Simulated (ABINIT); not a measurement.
A run of ABINIT 10.8.3 (patched build) is set up as follows.

run.abi

```
# Pseudopotentials
pp_dirpath "./"
pseudos "Ni.GGA_PBE-JTH.xml"

# Structure
acell 3*1.0
rprim
    -2.6148432727     2.6148432727     2.6148432727
     2.6148432727    -2.6148432727     2.6148432727
     2.6148432727     2.6148432727    -2.6148432727
ntypat 1
znucl 28
natom 1
typat 1
xred
     0.0000000000     0.0000000000     0.0000000000

# Plane-wave basis
ecut 41.0
pawecutdg 63.0
pawxcdev 0

# k points
kptopt 1
ngkpt 13 13 13
nshiftk 1
shiftk 0.0 0.0 0.0

# Exchange and correlation
ixc -116133

# Bands and occupations
nband 14
occopt 3
tsmear 0.00183747

# Spin
nsppol 2
spinat
     0.0000000000     0.0000000000     1.0000000000

# SCF cycle
nstep 100
tolvrs 1.0e-9

# Output
iomode 3
prtwf 0
prtden 0
prteig 0
prtebands 0
```

Potentials or basis: JTH PAW PBE v2.0.

Run with:

```bash
$ abinit run.abi > log 2>&1
```

**Question.** Predict the net moment.

**Answer.** 0.59 μB per cell.

**Question.** Predict the pressure.

**Answer.** -1.5 GPa.

**Question.** Estimate the site moments.

**Answer.** Ni +0.61 μB.

**Question.** Predict the band gap on the k mesh.

**Answer.** None (metal or under the smearing width).

Caveat: the PAW data sets were made with another functional, which shifts forces and pressure a little.
